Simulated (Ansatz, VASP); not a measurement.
**Two plane-wave programs on FeGe**

File INCAR:

```
SYSTEM = FeGe
PREC = Accurate
ENCUT = 520
EDIFF = 1E-6
ISMEAR = -1
SIGMA = 0.05
LREAL = .FALSE.
LASPH = .TRUE.
NELM = 100
ALGO = Normal
ISIF = 2
LWAVE = .FALSE.
LCHARG = .TRUE.
GGA = PE
LELF = .TRUE.
LVHAR = .TRUE.
NBANDS = 42
```

File KPOINTS:

```
Automatic mesh
0
G
  6 6 7
  0 0 0
```

File POSCAR:

```
FeGe
1.0
    4.9976023358      0.0000000000      0.0000000000
   -2.4988011679      4.3280505808      0.0000000000
    0.0000000000      0.0000000000      4.1157613500
Ge Fe
3 3
Direct
    0.6666666667      0.3333333333      0.5000000000
    0.3333333333      0.6666666667      0.5000000000
    0.0000000000      0.0000000000      0.0000000000
    0.0000000000      0.5000000000      0.0000000000
    0.5000000000      0.5000000000      0.0000000000
    0.5000000000      0.0000000000      0.0000000000
```

File input.yaml:

```yaml
crystal:
  lattice:
    - [4.9976023358, 0.0, 0.0]
    - [-2.4988011679, 4.3280505808, 0.0]
    - [0.0, 0.0, 4.11576135]
  atoms:
    - { symbol: Ge, position: [0.6666666667, 0.3333333333, 0.5] }
    - { symbol: Ge, position: [0.3333333333, 0.6666666667, 0.5] }
    - { symbol: Ge, position: [0.0, 0.0, 0.0] }
    - { symbol: Fe, position: [0.0, 0.5, 0.0] }
    - { symbol: Fe, position: [0.5, 0.5, 0.0] }
    - { symbol: Fe, position: [0.5, 0.0, 0.0] }
hamiltonian:
  xc: pbe
  pseudopotentials: { kind: paw }
kpoints:
  mp_grid: { grid: [6, 6, 7] }
scf:
  occupations: { method: fermi_dirac, width: 0.05 }
output:
  forces: true
  stress: true
  eigenvalues: true
```

The cell is a database's computed one.

Alike in both runs: task single point; functional PBE; k mesh 6 × 6 × 7; occupations fermi-dirac, width 0.05 eV; no spin polarisation.

|  | VASP | Ansatz |
| --- | --- | --- |
| version | VASP 6.6.1 | Ansatz 0.2.0 |
| potentials or method | VASP PAW PBE potentials, release 64 (Ge_d, Fe) | Ansatz PAW |
| plane-wave cutoff (eV) | 520 | 420 |
| valence electrons in the cell | 66 | 90 |

```tsv
	VASP	Ansatz	Ansatz less VASP
gap on the k mesh at the Fermi level (eV)	none	none	-
pressure (GPa)	-6.8	-6.9	-0.03
largest component of the traceless stress (GPa)	5.24	5.21	-0.034
```

A gap of «none» marks a metal or a gap that the smearing closes. The two sets of potentials don't hold the same shells in valence.

Spin polarisation is off, so any magnetic state and its effect on volume and gap are missing.
